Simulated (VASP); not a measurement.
## VASP 6.6.1 run: CdSe

INCAR

```
LDAUU = 4.0 0
LDAUTYPE = 2
LDAUL = 2 -1
AMIX = 0.4
GGA = PE
IMIX = 1
LDAU = .TRUE.
EDIFF = 1E-6
ISMEAR = -1
LCHARG = .FALSE.
ISIF = 2
IBRION = -1
NSW = 0
SIGMA = 0.02
PREC = Accurate
ENCUT = 520
LDAUJ = 0 0
LMAXMIX = 4
NELM = 88
LREAL = .FALSE.
NBANDS = 16
LASPH = .TRUE.
LWAVE = .FALSE.
```

KPOINTS

```
KPOINTS created by Atomic Simulation Environment
0
Gamma
8 8 8
0 0 0
```

POSCAR

```
Cd Se
 1.0000000000000000
     0.0000000000000000    3.0984587751000001    3.0984587751000001
     3.0984587751000001    0.0000000000000000    3.0984587751000001
     3.0984587751000001    3.0984587751000001    0.0000000000000000
 Cd  Se
   1   1
Cartesian
  0.0000000000000000  0.0000000000000000  0.0000000000000000
  1.5492293875500001  1.5492293875500001  1.5492293875500001
```

The recommended PBE PAW datasets give the neutral cell 18 valence electrons.

Command

```
mpirun -np 1 vasp_std
```

OSZICAR

```
N       E                     dE             d eps       ncg     rms          rms(c)
DAV:   1     0.108116694821E+03    0.10812E+03   -0.88443E+03   944   0.101E+03
DAV:   2    -0.808295809441E+00   -0.10892E+03   -0.10406E+03  1168   0.240E+02
DAV:   3    -0.518214551664E+01   -0.43738E+01   -0.43676E+01  1104   0.532E+01
DAV:   4    -0.520144184010E+01   -0.19296E-01   -0.19296E-01  1184   0.362E+00
DAV:   5    -0.520156767749E+01   -0.12584E-03   -0.12584E-03  1104   0.245E-01    0.646E+00
DAV:   6    -0.487740016744E+01    0.32417E+00   -0.54166E-01  1152   0.788E+00    0.479E+00
DAV:   7    -0.486862055256E+01    0.87796E-02   -0.10661E-01  1032   0.206E+00    0.281E+00
DAV:   8    -0.487061343444E+01   -0.19929E-02   -0.61121E-03  1216   0.703E-01    0.162E+00
DAV:   9    -0.487189927657E+01   -0.12858E-02   -0.75150E-04  1048   0.256E-01    0.972E-01
DAV:  10    -0.487260748547E+01   -0.70821E-03   -0.31761E-04  1120   0.168E-01    0.577E-01
DAV:  11    -0.487297867459E+01   -0.37119E-03   -0.12347E-04  1104   0.101E-01    0.344E-01
DAV:  12    -0.487316997092E+01   -0.19130E-03   -0.58377E-05  1184   0.662E-02    0.205E-01
DAV:  13    -0.487326818277E+01   -0.98212E-04   -0.27144E-05  1120   0.427E-02    0.123E-01
DAV:  14    -0.487331854676E+01   -0.50364E-04   -0.13198E-05  1200   0.282E-02    0.739E-02
DAV:  15    -0.487334439690E+01   -0.25850E-04   -0.64978E-06  1160   0.187E-02    0.446E-02
DAV:  16    -0.487335768585E+01   -0.13289E-04   -0.32727E-06  1176   0.125E-02    0.271E-02
DAV:  17    -0.487336452803E+01   -0.68422E-05   -0.16681E-06  1152   0.842E-03    0.165E-02
DAV:  18    -0.487336805370E+01   -0.35257E-05   -0.85886E-07  1088   0.576E-03    0.102E-02
DAV:  19    -0.487336987024E+01   -0.18165E-05   -0.45030E-07   928   0.408E-03    0.628E-03
DAV:  20    -0.487337080564E+01   -0.93541E-06   -0.24577E-07   952   0.302E-03
   1 F= -.48733708E+01 E0= -.48733708E+01  d E =-.184292E-09
```

From OUTCAR

```
k-points           NKPTS =     29   k-points in BZ     NKDIM =     29   number of bands    NBANDS=     16

   NELECT =      18.0000    total number of electrons

   dimension x,y,z NGX =    36 NGY =   36 NGZ =   36
   dimension x,y,z NGXF=    72 NGYF=   72 NGZF=   72

  energy-cutoff  :      520.00
  volume of cell :       59.49
      direct lattice vectors                 reciprocal lattice vectors
     0.000000000  3.098458775  3.098458775    -0.161370551  0.161370551  0.161370551
     3.098458775  0.000000000  3.098458775     0.161370551 -0.161370551  0.161370551
     3.098458775  3.098458775  0.000000000     0.161370551  0.161370551 -0.161370551

 k-points in reciprocal lattice and weights: KPOINTS created by Atomic Simulation Env
   0.00000000  0.00000000  0.00000000       0.002
   0.12500000  0.00000000  0.00000000       0.016
   0.25000000  0.00000000  0.00000000       0.016
   0.37500000  0.00000000  0.00000000       0.016
   0.50000000  0.00000000  0.00000000       0.008
   0.12500000  0.12500000  0.00000000       0.012
   0.25000000  0.12500000  0.00000000       0.047
   0.37500000  0.12500000  0.00000000       0.047
   ...

 E-fermi :   0.7272

 k-point     1 :       0.0000    0.0000    0.0000
  band No.  band energies     occupation
      1     -11.7637      2.00000
      2      -8.9282      2.00000
      3      -8.9282      2.00000
      4      -8.9282      2.00000
      5      -8.6631      2.00000
      6      -8.6631      2.00000
      7       0.3739      2.00000
      8       0.3739      2.00000
      9       0.3739      2.00000
     10       1.0587      0.00000
     11       6.4966      0.00000
     12       6.4966      0.00000
     13       6.4966      0.00000
     14      10.0798      0.00000
     15      11.2322      0.00000
     16      11.2322      0.00000

 k-point     2 :       0.1250    0.0000    0.0000
  band No.  band energies     occupation
      1     -11.7320      2.00000
      2      -8.9171      2.00000
      3      -8.9171      2.00000
      4      -8.8690      2.00000
      5      -8.6635      2.00000
      6      -8.6635      2.00000
      7      -0.7428      2.00000
      8       0.2719      2.00000
      9       0.2719      2.00000
     10       2.0201      0.00000
     11       6.2485      0.00000
     12       6.6797      0.00000
     13       6.6797      0.00000
     14      10.5494      0.00000
     15      10.5494      0.00000
     16      10.8038      0.00000

 k-point     3 :       0.2500    0.0000    0.0000
  band No.  band energies     occupation
      1     -11.6597      2.00000
      2      -8.8923      2.00000
      3      -8.8923      2.00000
      4      -8.6920      2.00000
      5      -8.6620      2.00000
      6      -8.6620      2.00000
      7      -2.0752      2.00000
      8       0.0456      2.00000
      9       0.0456      2.00000
     10       2.7482      0.00000
     11       6.3883      0.00000
     12       6.9539      0.00000
     13       6.9539      0.00000
     14      10.3321      0.00000
     15      10.3321      0.00000
     16      10.4953      0.00000

 ...

  Total       -0.0173971     -0.0173971     -0.0173971     -0.0000000      0.0000000      0.0000000
  in kB       -0.4685118     -0.4685118     -0.4685118     -0.0000000      0.0000000      0.0000000
  external PRESSURE =      -0.4685118 kB  Pullay stress =       0.0000000 kB

 POSITION                                       TOTAL-FORCE (eV/Angst)
 -----------------------------------------------------------------------------------
      0.00000      0.00000      0.00000         0.000000     -0.000000      0.000000
      1.54923      1.54923      1.54923        -0.000000      0.000000     -0.000000
 -----------------------------------------------------------------------------------
    total drift:                               -0.000000     -0.000000     -0.000000

  FREE ENERGIE OF THE ION-ELECTRON SYSTEM (eV)
  ---------------------------------------------------
  free  energy   TOTEN  =        -4.8733708056 eV

  energy  without entropy=       -4.8733708055  energy(sigma->0) =       -4.87337081
```

It converged. Results: gap between bands v and c on the k mesh 0.68 eV; least direct gap on the k mesh 0.68 eV; pressure 0.0 GPa. Band v is the last that the valence electrons fill when counted band by band, and c is the next.

For comparison, a separate PBE run of the intended cell, on usual settings and not on those above, gives a gap of 0.49 eV on its mesh and a pressure of 0.2 GPa.

The run above took about 32 s on one core of a shared host (Intel Xeon Platinum 8488C) and held 0.19 GiB at most.
